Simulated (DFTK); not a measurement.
## TaN in DFTK: the effect of functional

The system is TaN.

```
Ta N
1.0
     0.00000    2.21132    2.21132
     2.21132    0.00000    2.21132
     2.21132    2.21132    0.00000
Ta N
1 1
Cartesian
  2.2113 2.2113 2.2113
  0.0000 0.0000 0.0000
```

The cell comes from a database or a generator and needn't be the stable form of this composition.

Alike in all runs:

| Item | Value |
| --- | --- |
| Program | DFTK 0.8.2 |
| Task | single point |
| Potentials or basis | SG15 1.2 (PBE) |
| Cutoff | 1225 eV |
| k mesh | 10 × 10 × 10 |
| Occupations | fermi-dirac, width 0.05 eV |
| Spin | no spin polarisation |

| functional | pressure (GPa) |
| --- | --- |
| LDA | ? |
| PBEsol | -11.5 |
| r2SCAN | -16.1 |

Q: What does the run with functional LDA give?

A: Pressure -22.4 GPa.

Caveats: the potentials were made for another functional, which shifts forces and pressure.
